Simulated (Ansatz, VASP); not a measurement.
This is a calculation of SiC (Moissanite) for Ansatz 0.2.0.

The input input.yaml:

```yaml
crystal:
  lattice:
    - [3.076, 0.0, 0.0]
    - [-1.538, 2.663894142, 0.0]
    - [0.0, 0.0, 5.048]
  atoms:
    - { symbol: Si, position: [0.6666666667, 0.3333333333, 0.5] }
    - { symbol: Si, position: [0.3333333333, 0.6666666667, 0.0] }
    - { symbol: C, position: [0.6666666667, 0.3333333333, 0.885] }
    - { symbol: C, position: [0.3333333333, 0.6666666667, 0.385] }
hamiltonian:
  xc: lda
  pseudopotentials: { kind: paw }
kpoints:
  mp_grid: { grid: [10, 10, 5] }
scf:
  occupations: { method: fermi_dirac, width: 0.05 }
output:
  forces: true
  stress: true
relax:
  f_tol: 0.01
  max_steps: 40
  cell: { stress_tol: 0.05 }
```

Potentials or basis: Ansatz PAW.

Run with:

```bash
$ ansatz run input.yaml --threads 2 --pin off --max-ram 5632MiB --backend cpu --events-out ev --progress --plain --runs-dir out
```

Question: Translate it to VASP 6.6.1. Potentials there: VASP PAW LDA potentials, release 64 (Si, C).

Answer: As run (the cutoff follows the program's own potentials):

The input INCAR:

```
SYSTEM = SiC
PREC = Accurate ; ENCUT = 600
EDIFF = 1E-6 ; ISMEAR = -1
SIGMA = 0.05 ; LREAL = .False.
LASPH = .True. ; NELM = 80
ALGO = Normal ; ISIF = 3
LWAVE = .False. ; LCHARG = .False.
IBRION = 2 ; NSW = 60
EDIFFG = -0.01
```

File KPOINTS:

```
regular mesh
0
Gamma
  10 10 5
  0 0 0
```

Contents of POSCAR:

```
SiC
1.0
    3.0760000000      0.0000000000      0.0000000000
   -1.5380000000      2.6638941420      0.0000000000
    0.0000000000      0.0000000000      5.0480000000
Si C
2 2
Direct
    0.6666666667      0.3333333333      0.5000000000
    0.3333333333      0.6666666667      0.0000000000
    0.6666666667      0.3333333333      0.8850000000
    0.3333333333      0.6666666667      0.3850000000
```

Potentials or basis: VASP PAW LDA potentials, release 64 (Si, C).

Launch:

```sh
$ cat potpaw_LDA.64/Si/POTCAR potpaw_LDA.64/C/POTCAR > POTCAR
$ mpirun -np 1 vasp_std > vasp.out
```

Both were run:

|  | VASP | Ansatz | Ansatz less VASP |
| --- | --- | --- | --- |
| relaxed volume (Å³/atom) | 10.16 | 10.14 | -0.018 |
| relaxed cell length with the largest relative difference (Å) | 5.019 | 5.016 | -0.0031 |
| energy change over the relaxation (meV/atom) | -11 | -11 | -0.2 |

Caveats: an odd mesh through Γ misses points on the zone boundary, where band edges often lie (VASP); odd divisions of the mesh miss points on the zone boundary, where band edges often lie, so the gap on the mesh can be too wide (Ansatz); the plane-wave basis is chosen anew once the cell has moved, so the energies of steps on either side of that aren't comparable (Ansatz); the pressure holds a Pulay correction of +0.4 GPa for the finite cutoff (Ansatz); the PAW data sets come from PBE, with cores solved anew for the run's functional, which leaves a small shift of forces and pressure (Ansatz). LDA usually gives volumes a few per cent too small. Expect the measured gap to be larger: semilocal functionals such as LDA lack the derivative discontinuity.
